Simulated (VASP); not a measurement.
Input of a VASP 6.6.1 run:

INCAR

```
SYSTEM = TiO2
PREC = Accurate
ENCUT = 600
EDIFF = 1E-6
ISMEAR = -1
SIGMA = 0.05
LREAL = .FALSE.
LASPH = .TRUE.
NELM = 60
ALGO = Fast
ISIF = 2
LWAVE = .FALSE.
LCHARG = .FALSE.
LMAXMIX = 4
GGA = PE
```

File KPOINTS:

```
Automatic mesh
0
G
  6 6 9
  0 0 0
```

POSCAR

```
TiO2
1.0
    4.5998373239      0.0000000000      0.0000000000
    0.0000000000      4.5998373239      0.0000000000
    0.0000000000      0.0000000000      2.9592135600
Ti O
2 4
Direct
    0.0000000000      0.0000000000      0.5000000000
    0.5000000000      0.5000000000      0.0000000000
    0.3043213200      0.3043213200      0.5000000000
    0.1956786800      0.8043213200      0.0000000000
    0.8043213200      0.1956786800      0.0000000000
    0.6956786800      0.6956786800      0.5000000000
```

The input KPOINTS_OPT:

```
path GXMGZRAZ,XR,MA
20
line-mode
reciprocal
 0.0000000000  0.0000000000  0.0000000000  G
 0.0000000000  0.5000000000  0.0000000000  X

 0.0000000000  0.5000000000  0.0000000000  X
 0.5000000000  0.5000000000  0.0000000000  M

 0.5000000000  0.5000000000  0.0000000000  M
 0.0000000000  0.0000000000  0.0000000000  G

 0.0000000000  0.0000000000  0.0000000000  G
 0.0000000000  0.0000000000  0.5000000000  Z

 0.0000000000  0.0000000000  0.5000000000  Z
 0.0000000000  0.5000000000  0.5000000000  R

 0.0000000000  0.5000000000  0.5000000000  R
 0.5000000000  0.5000000000  0.5000000000  A

 0.5000000000  0.5000000000  0.5000000000  A
 0.0000000000  0.0000000000  0.5000000000  Z

 0.0000000000  0.5000000000  0.0000000000  X
 0.0000000000  0.5000000000  0.5000000000  R

 0.5000000000  0.5000000000  0.0000000000  M
 0.5000000000  0.5000000000  0.5000000000  A
```

Potentials or basis: VASP PAW PBE potentials, release 64 (Ti_sv_GW, O_GW).

The run is started by

```sh
$ cat potpaw_PBE.64/Ti_sv_GW/POTCAR potpaw_PBE.64/O_GW/POTCAR > POTCAR
$ mpirun -np 1 vasp_std > vasp.out
```

Task: What does it give for the largest force?

Result: 0.005 eV/Å.

Task: What does it give for the band gap along the path?

Result: 1.86 eV, direct.

Task: Estimate the pressure.

Result: 3.2 GPa.

Levels at the corners of the path, in eV from the valence-band top:
```tsv
point	band 22	band 23	band 24	band 25	band 26	band 27
Γ	-0.46	-0.46	0.00	1.86	2.16	2.40
X	-1.65	-0.74	-0.74	2.52	2.58	3.02
X	-1.65	-0.74	-0.74	2.52	2.55	3.03
M	-1.32	-1.08	-1.08	1.89	1.89	2.51
M	-1.32	-1.08	-1.08	1.89	1.89	2.51
Γ	-0.46	-0.46	0.00	1.86	2.15	2.39
Γ	-0.46	-0.46	0.00	1.86	2.27	2.45
Z	-2.37	-1.43	-1.43	2.97	2.98	3.17
Z	-2.37	-1.43	-1.43	2.97	3.01	3.17
R	-2.04	-1.04	-1.04	1.91	1.91	3.19
R	-2.04	-1.04	-1.04	1.91	1.91	3.21
A	-1.29	-0.68	-0.68	2.60	2.68	3.20
A	-1.29	-0.68	-0.68	2.59	2.63	3.20
Z	-2.37	-1.43	-1.43	2.98	3.01	3.17
X	-1.65	-0.74	-0.74	2.52	2.53	3.03
R	-2.04	-1.04	-1.04	1.91	1.91	3.21
M	-1.32	-1.08	-1.08	1.89	1.89	2.51
A	-1.29	-0.68	-0.68	2.60	2.74	3.20
```

**The experiment to reproduce.**

From “Shallow Valence Band of Rutile GeO2 and P-type Doping”, 2020, arxiv:2011.08928, for a bulk crystal of TiO2 at 1.6 K: band gap 3.03 eV (direct).

Measured gap of TiO2: 3.03 eV (direct; 1.6 K; quoted in “Shallow Valence Band of Rutile GeO2 and P-type Doping”, 2020, arxiv:2011.08928). This calculation gives 1.86 eV (-1.17 eV). 2 values of this kind are on record in papers (3.03 to 3.05 eV); this one was drawn at random among those near their median. The value is that of PBE, without temperature or zero-point motion. Semilocal functionals fall short of measured gaps as a rule. The cell is a database's relaxed one, not the measured one, which moves gaps too.
